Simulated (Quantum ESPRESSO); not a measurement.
# TiTe (P6_3/mmc) in Quantum ESPRESSO: equation of state

Aim: energy against volume of TiTe in PBEsol, for its equilibrium volume and stiffness.

Everything below comes from runs of Quantum ESPRESSO 7.5. Logs are shortened: lines on timing, memory, paths and dates and some standing lists are left out, and cuts for length are marked.

**1. The crystal as given**

Symmetry: P6_3/mmc, No. 194, hexagonal system. Conventional cell: a = 3.842 Å, b = 3.842 Å, c = 6.403 Å, α = 90.00°, β = 90.00°, γ = 120.00°. Te (site symmetry -6m2) is surrounded by 6 Ti at 2.74 Å. Around Ti (site symmetry -3m) lie 6 Te at 2.74 Å.

**2. Single point, PBEsol, 19.24 Å³/atom**

File pw.in:

```
&CONTROL
  calculation = 'scf'
  prefix = 'pwscf'
  outdir = './tmp'
  pseudo_dir = './pseudo'
  tstress = .true.
  disk_io = 'nowf'
/
&SYSTEM
  ibrav = 0
  nat = 4
  ntyp = 2
  ecutwfc = 45
  ecutrho = 360
  nbnd = 26
  occupations = 'smearing'
  smearing = 'fd'
  degauss = 0.00367493
/
&ELECTRONS
  conv_thr = 8d-10
  electron_maxstep = 120
  mixing_beta = 0.5
/
ATOMIC_SPECIES
Te   127.6000 te_pbesol_v1.uspp.F.UPF
Ti    47.8670 ti_pbesol_v1.4.uspp.F.UPF
CELL_PARAMETERS angstrom
   3.7635698297    0.0000000000    0.0000000000
  -1.8817849148    3.2593470814    0.0000000000
   0.0000000000    0.0000000000    6.2722898541
ATOMIC_POSITIONS crystal
Te     0.6666666667    0.3333333333    0.7500000000
Te     0.3333333333    0.6666666667    0.2500000000
Ti     0.0000000000    0.0000000000    0.5000000000
Ti     0.0000000000    0.0000000000    0.0000000000
K_POINTS automatic
8 8 4 0 0 0
```

Potentials or basis: GBRV 1.5 PBEsol.

The run is started by

```
$ OMP_NUM_THREADS=1 mpirun -n 2 pw.x -nk 2 -in pw.in > pw.out
```

pw.out:

```text
This program is part of the open-source Quantum ESPRESSO suite
     for quantum simulation of materials; please cite
[... 6 lines left out ...]
     using ibrav=0 with symmetry is DISCOURAGED, use correct ibrav instead

     K-points division:     npool     =       2
     Subspace diagonalization in iterative solution of the eigenvalue problem:
     a serial algorithm will be used

     G-vector sticks info
     --------------------
     sticks:   dense  smooth     PW     G-vecs:    dense   smooth      PW
     Sum        1261     637    187                59963    21231    3417

     Using Slab Decomposition

     bravais-lattice index     =            0
     lattice parameter (alat)  =       7.1121  a.u.
     unit-cell volume          =     519.2223 (a.u.)^3
     number of atoms/cell      =            4
     number of atomic types    =            2
     number of electrons       =        36.00
     number of Kohn-Sham states=           26
     kinetic-energy cutoff     =      45.0000  Ry
     charge density cutoff     =     360.0000  Ry
     scf convergence threshold =      8.0E-10
     mixing beta               =       0.5000
     number of iterations used =            8  plain     mixing
     Exchange-correlation= SLA  PW   PSX  PSC
                           (   1   4  10   8   0   0   0)

     celldm(1)=   7.112116  celldm(2)=   0.000000  celldm(3)=   0.000000
     celldm(4)=   0.000000  celldm(5)=   0.000000  celldm(6)=   0.000000

     crystal axes: (cart. coord. in units of alat)
               a(1) = (   1.000000   0.000000   0.000000 )
               a(2) = (  -0.500000   0.866025   0.000000 )
               a(3) = (   0.000000   0.000000   1.666580 )

     reciprocal axes: (cart. coord. in units 2 pi/alat)
               b(1) = (  1.000000  0.577350 -0.000000 )
               b(2) = (  0.000000  1.154701  0.000000 )
               b(3) = (  0.000000 -0.000000  0.600031 )

     PseudoPot. # 1 for Te read from file:
     te_pbesol_v1.uspp.F.UPF
     Pseudo is Ultrasoft + core correction, Zval =  6.0
     Generated by new atomic code, or converted to UPF format
     Using radial grid of  891 points,  5 beta functions with:
                l(1) =   0
                l(2) =   0
                l(3) =   1
                l(4) =   1
                l(5) =   2
     Q(r) pseudized with  6 coefficients,  rinner =    1.800   1.800   1.800
                                                       1.800   1.800

     PseudoPot. # 2 for Ti read from file:
     ti_pbesol_v1.4.uspp.F.UPF
     Pseudo is Ultrasoft + core correction, Zval = 12.0
     Generated by new atomic code, or converted to UPF format
     Using radial grid of  851 points,  6 beta functions with:
                l(1) =   0
                l(2) =   0
                l(3) =   1
                l(4) =   1
                l(5) =   2
                l(6) =   2
     Q(r) pseudized with  6 coefficients,  rinner =    1.000   1.000   1.000
                                                       1.000   1.000

     atomic species   valence    mass     pseudopotential
     Te                6.00   127.60000     Te( 1.00)
     Ti               12.00    47.86700     Ti( 1.00)

     24 Sym. Ops., with inversion, found (12 have fractional translation)

   Cartesian axes

     site n.     atom                  positions (alat units)
         1        Te     tau(   1) = (   0.5000000   0.2886751   1.2499349  )
         2        Te     tau(   2) = (  -0.0000000   0.5773503   0.4166450  )
         3        Ti     tau(   3) = (   0.0000000   0.0000000   0.8332900  )
         4        Ti     tau(   4) = (   0.0000000   0.0000000   0.0000000  )

     number of k points=    30  Fermi-Dirac smearing, width (Ry)=  0.0037
                       cart. coord. in units 2pi/alat
        k(    1) = (   0.0000000   0.0000000   0.0000000), wk =   0.0078125
        k(    2) = (   0.0000000   0.0000000   0.1500078), wk =   0.0156250
        k(    3) = (   0.0000000   0.0000000  -0.3000156), wk =   0.0078125
        k(    4) = (   0.0000000   0.1443376   0.0000000), wk =   0.0468750
        k(    5) = (   0.0000000   0.1443376   0.1500078), wk =   0.0937500
        k(    6) = (   0.0000000   0.1443376  -0.3000156), wk =   0.0468750
[... 22 lines left out ...]
        k(   29) = (   0.2500000   0.5773503   0.1500078), wk =   0.0937500
        k(   30) = (   0.2500000   0.5773503  -0.3000156), wk =   0.0468750

     Dense  grid:    59963 G-vectors     FFT dimensions: (  45,  45,  72)

     Smooth grid:    21231 G-vectors     FFT dimensions: (  32,  32,  54)

     Check: negative core charge=   -0.000003

     Initial potential from superposition of free atoms

     starting charge      33.9995, renormalised to      36.0000

     negative rho (up, down):  1.542E-03 0.000E+00
     Starting wfcs are   28 randomized atomic wfcs

     Self-consistent Calculation

     iteration #  1     ecut=    45.00 Ry     beta= 0.50
     Davidson diagonalization with overlap
     ethr =  1.00E-02,  avg # of iterations =  3.2

     Threshold (ethr) on eigenvalues was too large:
     Diagonalizing with lowered threshold

     Davidson diagonalization with overlap
     ethr =  6.06E-04,  avg # of iterations =  2.3

     negative rho (up, down):  1.407E-03 0.000E+00

     total energy              =    -291.26922331 Ry
     estimated scf accuracy    <       0.24067267 Ry

     iteration #  2     ecut=    45.00 Ry     beta= 0.50
     Davidson diagonalization with overlap
     ethr =  6.69E-04,  avg # of iterations =  3.7

     negative rho (up, down):  1.238E-03 0.000E+00

     total energy              =    -291.29826149 Ry
     estimated scf accuracy    <       0.12791319 Ry

     iteration #  3     ecut=    45.00 Ry     beta= 0.50
     Davidson diagonalization with overlap
     ethr =  3.55E-04,  avg # of iterations =  2.7

     negative rho (up, down):  1.120E-03 0.000E+00

     total energy              =    -291.32627561 Ry
     estimated scf accuracy    <       0.00980397 Ry

     iteration #  4     ecut=    45.00 Ry     beta= 0.50
     Davidson diagonalization with overlap
     ethr =  2.72E-05,  avg # of iterations =  3.4
[... 46 lines left out ...]
     negative rho (up, down):  1.038E-03 0.000E+00

     total energy              =    -291.32791974 Ry
     estimated scf accuracy    <          2.5E-09 Ry

     iteration # 10     ecut=    45.00 Ry     beta= 0.50
     Davidson diagonalization with overlap
     ethr =  6.91E-12,  avg # of iterations =  2.9

     negative rho (up, down):  1.038E-03 0.000E+00

     total energy              =    -291.32791974 Ry
     estimated scf accuracy    <          1.3E-09 Ry

     iteration # 11     ecut=    45.00 Ry     beta= 0.50
     Davidson diagonalization with overlap
     ethr =  3.48E-12,  avg # of iterations =  2.2

     negative rho (up, down):  1.038E-03 0.000E+00

     End of self-consistent calculation

          k = 0.0000 0.0000 0.0000 (  2647 PWs)   bands (ev):

   -43.7292 -43.7098 -20.2180 -20.1911 -20.1911 -20.1663 -20.1663 -19.9967
    -1.2082   0.7606   5.7620   9.3523   9.3523  11.3748  12.2874  12.5074
    12.5074  12.5434  12.5434  12.6987  12.6987  14.3560  14.3560  15.8039
    16.1942  17.7776

          k = 0.0000 0.0000 0.1500 (  2653 PWs)   bands (ev):

   -43.7263 -43.7127 -20.1874 -20.1874 -20.1861 -20.1699 -20.1699 -20.0296
    -0.9998   0.3392   6.5320   9.5740   9.5740  10.2622  11.2681  11.2681
    12.6940  12.7100  12.7100  13.5530  13.5530  14.6602  14.6602  14.7858
    17.0575  17.3130

          k = 0.0000 0.0000-0.3000 (  2690 PWs)   bands (ev):

   -43.7195 -43.7195 -20.1787 -20.1787 -20.1787 -20.1787 -20.1083 -20.1083
    -0.4212  -0.4212   8.2869   8.2869  10.2265  10.2265  10.2265  10.2265
    13.1534  13.1534  13.1534  13.1534  13.5881  13.5881  16.0836  16.0836
    16.0836  16.0836

          k = 0.0000 0.1443 0.0000 (  2661 PWs)   bands (ev):

   -43.7285 -43.7092 -20.2151 -20.2006 -20.1933 -20.1740 -20.1679 -19.9955
    -1.0158   0.8042   5.9976   9.0093   9.3696  10.6133  11.1869  11.4584
    11.6325  12.8523  13.2423  13.5825  13.5837  14.3335  14.6430  15.7759
    16.2935  17.2011

          k = 0.0000 0.1443 0.1500 (  2661 PWs)   bands (ev):
[... 34 lines left out ...]
          k = 0.0000 0.4330 0.0000 (  2645 PWs)   bands (ev):

   -43.7255 -43.7064 -20.2467 -20.2110 -20.2039 -20.2010 -20.1758 -19.9896
     0.2382   0.9759   6.7327   7.5940   8.0454   9.2908   9.3029  10.2773
    11.2211  13.3268  13.7141  14.0272  14.1130  14.3488  15.1135  15.4943
    16.6130  17.5444

          k = 0.0000 0.4330 0.1500 (  2649 PWs)   bands (ev):

   -43.7228 -43.7092 -20.2415 -20.2163 -20.1998 -20.1799 -20.1705 -20.0210
     0.3418   0.8641   6.6293   7.2184   8.5747   9.4262   9.4795  10.1104
    11.5067  12.9057  13.6915  14.0493  14.2082  14.7063  14.8517  15.7814
    16.2337  16.6435

          k = 0.0000 0.4330-0.3000 (  2638 PWs)   bands (ev):

   -43.7160 -43.7160 -20.2289 -20.2289 -20.1899 -20.1899 -20.0962 -20.0962
     0.5986   0.5986   6.7518   6.7518   9.3274   9.3274   9.7470   9.7470
    12.1655  12.1655  13.8330  13.8330  14.4562  14.4562  15.5441  15.5441
    15.9933  15.9933

          k = 0.0000-0.5774 0.0000 (  2642 PWs)   bands (ev):

   -43.7249 -43.7058 -20.2562 -20.2186 -20.2061 -20.1981 -20.1774 -19.9884
     0.7822   0.8327   6.0755   7.8067   8.4748   8.5682   9.2379  10.1899
    11.0703  13.1415  13.8590  14.0498  14.1736  14.4829  14.7947  15.8484
    16.6101  16.7910

          k = 0.0000-0.5774 0.1500 (  2634 PWs)   bands (ev):

   -43.7221 -43.7086 -20.2506 -20.2241 -20.2019 -20.1816 -20.1678 -20.0196
     0.8020   0.8368   6.0969   7.0368   8.8394   9.1460   9.3548  10.0193
    11.3879  12.8879  14.0938  14.1042  14.2505  14.5139  14.6940  15.7686
    16.0305  16.4584

          k = 0.0000-0.5774-0.3000 (  2656 PWs)   bands (ev):

   -43.7154 -43.7154 -20.2374 -20.2374 -20.1918 -20.1918 -20.0942 -20.0942
     0.8314   0.8314   6.3551   6.3551   9.2889   9.2889   9.6619   9.6619
    12.1705  12.1705  14.1900  14.1900  14.4498  14.4498  15.1854  15.1854
    16.1683  16.1683

          k = 0.1250 0.2165 0.0000 (  2673 PWs)   bands (ev):

   -43.7275 -43.7082 -20.2159 -20.2103 -20.1980 -20.1862 -20.1716 -19.9934
    -0.6512   0.8791   6.4472   8.5203   9.2077   9.4287  10.3835  10.4788
    11.7602  13.1437  13.6685  13.7525  13.9178  14.2684  15.5038  15.6938
    16.0148  16.3309

          k = 0.1250 0.2165 0.1500 (  2658 PWs)   bands (ev):

   -43.7247 -43.7111 -20.2116 -20.1943 -20.1910 -20.1784 -20.1755 -20.0256
    -0.4753   0.5841   6.8926   8.8079   8.8188   9.4755  10.1583  10.3097
    12.2695  12.8328  13.2406  13.6247  14.1315  14.9094  15.0093  15.2776
    16.0772  16.3339

          k = 0.1250 0.2165-0.3000 (  2650 PWs)   bands (ev):

   -43.7179 -43.7179 -20.2012 -20.2012 -20.1849 -20.1849 -20.1026 -20.1026
    -0.0001  -0.0001   7.8468   7.8468   9.5332   9.5332   9.8885   9.8885
    12.7173  12.7173  13.1132  13.1132  14.4673  14.4673  15.2713  15.2713
    16.1141  16.1141

          k = 0.1250 0.3608 0.0000 (  2647 PWs)   bands (ev):

   -43.7260 -43.7068 -20.2365 -20.2064 -20.2028 -20.2025 -20.1775 -19.9905
    -0.0165   0.9767   7.2495   7.5145   8.1330   9.0846   9.5843   9.7924
    11.9163  13.5101  13.6157  13.9383  14.1246  14.2062  15.3608  15.4490
    16.4305  16.5853
[... 57 lines left out ...]
          k = 0.2500 0.5774 0.0000 (  2636 PWs)   bands (ev):

   -43.7245 -43.7054 -20.2440 -20.2263 -20.2086 -20.1962 -20.1941 -19.9876
     0.9413   0.9788   6.6014   7.5153   7.7599   8.6245   8.7282   9.1915
    12.8712  13.4842  13.7785  13.8062  13.8437  14.3041  14.7933  15.7217
    15.8650  16.0103

          k = 0.2500 0.5774 0.1500 (  2639 PWs)   bands (ev):

   -43.7217 -43.7082 -20.2388 -20.2217 -20.2138 -20.1988 -20.1661 -20.0186
     0.9525   0.9794   6.6929   7.2215   7.7169   8.7734   8.9832   9.1005
    12.8247  13.1078  13.5375  14.0710  14.2217  14.3669  14.6811  15.3455
    16.3064  16.3713

          k = 0.2500 0.5774-0.3000 (  2630 PWs)   bands (ev):

   -43.7150 -43.7150 -20.2264 -20.2264 -20.2102 -20.2102 -20.0927 -20.0927
     0.9719   0.9719   6.8773   6.8773   8.1010   8.1010   9.3179   9.3179
    12.7642  12.7642  13.8421  13.8421  14.4099  14.4099  14.8899  14.8899
    17.1084  17.1084

     the Fermi energy is    13.2265 ev

!    total energy              =    -291.32791974 Ry
     estimated scf accuracy    <          5.4E-11 Ry
     smearing contrib. (-TS)   =      -0.00212555 Ry
     internal energy E=F+TS    =    -291.32579420 Ry

     The total energy is F=E-TS. E is the sum of the following terms:
     one-electron contribution =     -99.09181980 Ry
     hartree contribution      =      65.30860416 Ry
     xc contribution           =     -65.20394677 Ry
     ewald contribution        =    -192.33863179 Ry

     convergence has been achieved in  11 iterations

     Computing stress (Cartesian axis) and pressure

     negative rho (up, down):  1.038E-03 0.000E+00
          total   stress  (Ry/bohr**3)                   (kbar)     P=      117.61
   0.00063672  -0.00000000   0.00000000           93.67       -0.00        0.00
  -0.00000000   0.00063672  -0.00000000           -0.00       93.67       -0.00
   0.00000000  -0.00000000   0.00112502            0.00       -0.00      165.50

=------------------------------------------------------------------------------=
   JOB DONE.
=------------------------------------------------------------------------------=
```

It took 12 s on 2 MPI ranks of AMD EPYC 9R45 (Zen 5), shared host; peak memory 0.36 GiB.

Results:

* Free energy: -3963.7183 eV
* Pressure: 11.8 GPa
* Band gap on the k mesh: none (metal or under the smearing width)

**3. Single point, PBEsol, 19.64 Å³/atom**

Edit pw.in of step 2 so:

```diff
@@ -28,5 +28,5 @@
 CELL_PARAMETERS angstrom
-   3.7635698297    0.0000000000    0.0000000000
-  -1.8817849148    3.2593470814    0.0000000000
-   0.0000000000    0.0000000000    6.2722898541
+   3.7900747158    0.0000000000    0.0000000000
+  -1.8950373579    3.2823009861    0.0000000000
+   0.0000000000    0.0000000000    6.3164623648
 ATOMIC_POSITIONS crystal
```

Potentials or basis: GBRV 1.5 PBEsol.

The run is started by

```
$ OMP_NUM_THREADS=1 mpirun -n 2 pw.x -nk 2 -in pw.in > pw.out
```

Wall time 13 s (2 MPI ranks of AMD EPYC 9R45 (Zen 5), shared host); peak memory 0.36 GiB.

The run converged. Its results:

```
Free energy            : -3963.8231 eV
Pressure               : 8.8 GPa
Band gap on the k mesh : none (metal or under the smearing width)
```

**4. Single point, PBEsol, 20.05 Å³/atom**

Edit pw.in of step 3 so:

```diff
@@ -28,5 +28,5 @@
 CELL_PARAMETERS angstrom
-   3.7900747158    0.0000000000    0.0000000000
-  -1.8950373579    3.2823009861    0.0000000000
-   0.0000000000    0.0000000000    6.3164623648
+   3.8162139882    0.0000000000    0.0000000000
+  -1.9081069941    3.3049382600    0.0000000000
+   0.0000000000    0.0000000000    6.3600255508
 ATOMIC_POSITIONS crystal
```

The run is started by

```
$ OMP_NUM_THREADS=1 mpirun -n 2 pw.x -nk 2 -in pw.in > pw.out
```

Run time: 13 s. Hardware: 2 MPI ranks of AMD EPYC 9R45 (Zen 5), shared host; peak memory 0.38 GiB.

The run converged. Its results:

```
Free energy            : -3963.8992 eV
Pressure               : 6.1 GPa
Band gap on the k mesh : none (metal or under the smearing width)
```

**5. Single point, PBEsol, 20.46 Å³/atom**

Edit pw.in of step 4 so:

```diff
@@ -28,5 +28,5 @@
 CELL_PARAMETERS angstrom
-   3.8162139882    0.0000000000    0.0000000000
-  -1.9081069941    3.3049382600    0.0000000000
-   0.0000000000    0.0000000000    6.3600255508
+   3.8420000000    0.0000000000    0.0000000000
+  -1.9210000000    3.3272696013    0.0000000000
+   0.0000000000    0.0000000000    6.4030000000
 ATOMIC_POSITIONS crystal
```

The run is started by

```
$ OMP_NUM_THREADS=1 mpirun -n 2 pw.x -nk 2 -in pw.in > pw.out
```

Run time: 13 s. Hardware: 2 MPI ranks of AMD EPYC 9R45 (Zen 5), shared host; peak memory 0.38 GiB.

The run converged. Its results:

```
Free energy            : -3963.9494 eV
Pressure               : 3.7 GPa
Band gap on the k mesh : none (metal or under the smearing width)
```

**6. Single point, PBEsol, 20.87 Å³/atom**

Edit pw.in of step 5 so:

```diff
@@ -28,5 +28,5 @@
 CELL_PARAMETERS angstrom
-   3.8420000000    0.0000000000    0.0000000000
-  -1.9210000000    3.3272696013    0.0000000000
-   0.0000000000    0.0000000000    6.4030000000
+   3.8674444501    0.0000000000    0.0000000000
+  -1.9337222251    3.3493051415    0.0000000000
+   0.0000000000    0.0000000000    6.4454052093
 ATOMIC_POSITIONS crystal
```

Potentials or basis: GBRV 1.5 PBEsol.

The run is started by

```
$ OMP_NUM_THREADS=1 mpirun -n 2 pw.x -nk 2 -in pw.in > pw.out
```

Run time: 13 s. Hardware: 2 MPI ranks of AMD EPYC 9R45 (Zen 5), shared host; peak memory 0.38 GiB.

The run converged. Its results:

```
Free energy            : -3963.9763 eV
Pressure               : 1.6 GPa
Band gap on the k mesh : none (metal or under the smearing width)
```

**7. Single point, PBEsol, 21.28 Å³/atom**

Edit pw.in of step 6 so:

```diff
@@ -28,5 +28,5 @@
 CELL_PARAMETERS angstrom
-   3.8674444501    0.0000000000    0.0000000000
-  -1.9337222251    3.3493051415    0.0000000000
-   0.0000000000    0.0000000000    6.4454052093
+   3.8925584295    0.0000000000    0.0000000000
+  -1.9462792147    3.3710544856    0.0000000000
+   0.0000000000    0.0000000000    6.4872596627
 ATOMIC_POSITIONS crystal
```

The run is started by

```
$ OMP_NUM_THREADS=1 mpirun -n 2 pw.x -nk 2 -in pw.in > pw.out
```

Run time: 14 s. Hardware: 2 MPI ranks of AMD EPYC 9R45 (Zen 5), shared host; peak memory 0.38 GiB.

It converged, with:

```yaml
Free_energy: -3963.9823 eV
Pressure: -0.4 GPa
Band_gap_on_the_k_mesh: none (metal or under the smearing width)
```

**8. Single point, PBEsol, 21.69 Å³/atom**

Edit pw.in of step 7 so:

```diff
@@ -28,5 +28,5 @@
 CELL_PARAMETERS angstrom
-   3.8925584295    0.0000000000    0.0000000000
-  -1.9462792147    3.3710544856    0.0000000000
-   0.0000000000    0.0000000000    6.4872596627
+   3.9173524637    0.0000000000    0.0000000000
+  -1.9586762319    3.3925267491    0.0000000000
+   0.0000000000    0.0000000000    6.5285809020
 ATOMIC_POSITIONS crystal
```

The run is started by

```
$ OMP_NUM_THREADS=1 mpirun -n 2 pw.x -nk 2 -in pw.in > pw.out
```

It took 15 s on 2 MPI ranks of AMD EPYC 9R45 (Zen 5), shared host; peak memory 0.4 GiB.

It converged, with:

```yaml
Free_energy: -3963.9694 eV
Pressure: -2.1 GPa
Band_gap_on_the_k_mesh: none (metal or under the smearing width)
```

**9. Equation of state, PBEsol**

Potentials or basis: GBRV 1.5 PBEsol.

No new run: the results of the series are fitted here.

What came out:

```
Equilibrium volume                        : 21.20 Å³/atom
Bulk modulus at fixed shape and positions : 97 GPa
Pressure derivative of the bulk modulus   : 4.5
```

Energy against volume, from the lowest point:
| volume (Å³/atom) | energy (meV/atom) |
| --- | --- |
| 19.235 | 66.00 |
| 19.644 | 39.78 |
| 20.054 | 20.76 |
| 20.463 | 8.22 |
| 20.872 | 1.50 |
| 21.281 | 0.00 |
| 21.691 | 3.21 |

Caveat: the cell was scaled at fixed shape and fractional positions, which overstates the stiffness of a crystal with free parameters, most of all of layers and chains.
